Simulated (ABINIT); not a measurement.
**Sn in ABINIT: the effect of functional**

The system is Sn.

```
Sn
1.0
    -1.72654    1.77555    2.33834
     1.72654   -1.77555    2.33834
     1.72654    1.77555   -2.33834
Sn
1
Direct
  0.00000 0.00000 0.00000
```

This isn't the form of Sn at room conditions, which is tetragonal (white tin).

Alike in all runs:

```yaml
Program: ABINIT 10.8.3 (patched build)
Task: band structure
Potentials_or_basis: JTH PAW PBE v2.0
Cutoff: 707 eV
k_mesh: 11 × 11 × 11
Occupations: fermi-dirac, width 0.05 eV
Spin: no spin polarisation
```

Question: One run gave: pressure -5.3 GPa. Which functional did it use?
A. r2SCAN
B. PBEsol
C. AM05
D. BLYP
E. LDA

Answer: E.

```tsv
functional	pressure (GPa)
LDA	-5.3
PBEsol	-4.1
BLYP	2.7
AM05	-4.1
r2SCAN	-2.5
```

Caveats: the PAW data sets were made with another functional, which shifts forces and pressure a little.
